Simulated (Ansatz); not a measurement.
Ansatz input file:

```yaml
crystal:
  lattice:
    - [0.0, 2.4857333958, 2.4857333958]
    - [2.4857333958, 0.0, 2.4857333958]
    - [2.4857333958, 2.4857333958, 0.0]
  atoms:
    - { symbol: Be, position: [0.0, 0.0, 0.0] }
    - { symbol: S, position: [0.25, 0.25, 0.25] }
basis:
  ecutwfc: 420
kpoints:
  mp_grid: { grid: [8, 8, 8] }
hamiltonian:
  xc: pbe
scf:
  occupations: { method: gaussian, width: 0.02 }
output:
  forces: true
  stress: true
  eigenvalues: true
  write_density: true
  write_potential: true
  elf: true
  volumetric_format: npy
```

Launched with
```bash
ansatz run input.yaml --threads 1 --pin off --max-ram 2560MiB --backend cpu --events-out ev --progress --plain --runs-dir out
```

Method: DFT PBE, scalar-relativistic, plane waves, PAW in Ansatz 0.2.0.

From the run's log, abridged (iterations and final results):

```
SCF iter   1: F=—  HF=-996.938157 eV  |F-HF|=—  |Δ(HF+E_count)|=         —  Δρ=5.20e-4  dr2=4.85e-5  ethr=1.77e-3  ⟨swp⟩=5.5  Hψ=1952  notcnv=0
SCF iter   2: F=—  HF=-996.938007 eV  |F-HF|=—  |Δ(HF+E_count)|=   1.49e-4  Δρ=4.63e-4  dr2=6.56e-5  ethr=6.06e-7  ⟨swp⟩=2.0  Hψ=652  notcnv=0
SCF iter   3: F=—  HF=-996.938023 eV  |F-HF|=—  |Δ(HF+E_count)|=   1.59e-5  Δρ=1.84e-4  dr2=4.56e-6  ethr=6.06e-7  ⟨swp⟩=2.1  Hψ=327  notcnv=0
SCF iter   4: F=—  HF=-996.938058 eV  |F-HF|=—  |Δ(HF+E_count)|=   3.47e-5  Δρ=6.50e-5  dr2=1.57e-6  ethr=5.70e-8  ⟨swp⟩=2.0  Hψ=347  notcnv=0
SCF iter   5: F=—  HF=-996.938059 eV  |F-HF|=—  |Δ(HF+E_count)|=   9.60e-7  Δρ=2.26e-5  dr2=2.05e-7  ethr=1.96e-8  ⟨swp⟩=2.6  Hψ=343  notcnv=0
SCF iter   6: F=-996.938059 eV  HF=-996.938059 eV  |F-HF|=6.25e-9  |Δ(HF+E_count)|=   2.63e-8  Δρ=4.82e-6  dr2=9.25e-9  ethr=1.25e-9  ⟨swp⟩=8.5  Hψ=1490  notcnv=0
SCF 1 converged in 6 iterations: F = -996.938059 eV  dr2 = 9.25e-9
SCF converged after 6 iterations
Free energy (F): -996.938059 eV
Harris-Foulkes:  -996.938059 eV  (|F-HF|=6.25e-9)
Internal energy: -996.938059 eV  (E = F + TS)
E sigma→0 (E₀):  -996.938059 eV
Fermi energy:    6.149344 eV
--- Per-component energies (eV) ---
  E_band       = -3.091586
  E_kinetic    = 126.103691
  E_local      = -123.925380  (includes V_loc(G=0)·N_el)
  E_nonlocal   = 32.503488
  E_hartree    = 38.146816
  E_xc         = -116.480699
  E_vxc        = -107.744698  (∫ρ·V_xc dr)
  E_paw        = -659.815468  (= ΣΔE_a)
  E_vpaw       = -6.321651  (= ΣTr[D̂ρ^β])
  E_aug_tail   = 0.000002  (compensation charges beyond the density's cutoff)
  E_ewald      = -293.470510
  E_smearing   =  0.000000  (= −TS)
--- Forces (eV/Å), atoms counted from 1 ---
  atom   1  Be     0.00000000     0.00000000     0.00000000
  atom   2  S      0.00000000     0.00000000     0.00000000
--- Stress (GPa, compression-positive) ---
       -4.834770       0.000000       0.000000
        0.000000      -4.834770       0.000000
        0.000000       0.000000      -4.834770
  P = ⅓ Tr σ = -4.8348 GPa (-48.348 kbar)
--- Band table (eV; the first three rows and the last of 29) ---
  k-point 0: bands = ["-8.6976", "4.5179", "4.5179", "4.5179", "9.7937", "10.1897", "10.1897", "10.1897"]
  k-point 1: bands = ["-8.5377", "3.3994", "4.3412", "4.3412", "9.8965", "10.5123", "10.5123", "11.2145"]
  k-point 2: bands = ["-8.1014", "1.4511", "3.9828", "3.9828", "9.8291", "11.0237", "11.0237", "13.2324"]
  k-point 28: bands = ["-6.7672", "0.5409", "1.0238", "1.5106", "10.9121", "12.5929", "12.6611", "12.9315"]
```

The calculation finished and met its thresholds.

Time: 0.63 s on 1 thread of AMD EPYC 9R45 96-Core Processor (Zen 5), with other jobs on the host, peak memory 0.31 GiB.